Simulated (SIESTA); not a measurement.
Crystal: Ge.

```xyz
2
Lattice="1.4881 -2.5947 0.0000 1.4881 2.5947 0.0000 0.0000 0.0000 4.7276" Properties=species:S:1:pos:R:3 pbc="T T T"
Ge    1.4881    0.8643    1.1819
Ge    1.4881   -0.8643    3.5457
```

This isn't the form of Ge at room conditions, which is diamond.

| Quantity | Value |
| --- | --- |
| Program | SIESTA 5.4.2 |
| Task | single point |
| Functional | PBE |
| Potentials or basis | PseudoDojo 0.4 standard (PBE files) |
| Basis | DZP (energy shift 0.002 Ry) |
| Grid cutoff | 800 Ry |
| Energy shift | 0.002 Ry |
| k mesh | 10 × 10 × 6 |
| Occupations | fermi-dirac, width 0.05 eV |
| Spin | no spin polarisation |

On this cell: pressure 7.0 GPa; largest force under 0.003 eV/Å; band gap on the k mesh none (metal or under the smearing width).

The same run follows on a disturbed copy (atoms moved at random, drawn with an rms of 0.05 Å):

```
Ge
1.0
     1.48805   -2.59469    0.00000
     1.48805    2.59469    0.00000
     0.00000    0.00000    4.72760
Ge
2
Direct
  0.32710 0.67936 0.25322
  0.67910 0.33589 0.74526
```

Q: What changes?

A: The energy (extrapolated to zero smearing) moves by +0.7 meV/atom; pressure 6.9 GPa; largest force 0.078 eV/Å; band gap on the k mesh none (metal or under the smearing width).

Forces on the atoms (eV/Å):
```
Ge   0.009 -0.029 -0.072
Ge  -0.009  0.029  0.071
```

Stress tensor (GPa, compression positive):
```
 6.10 -0.01 -0.04
-0.01  5.91  0.03
-0.04  0.03  8.77
```

Caveats: semicore shells carry a single zeta, which can move pressures by several GPa and volumes by a few percent; the basis of atomic orbitals isn't converged, which shifts pressures, moduli and gaps.
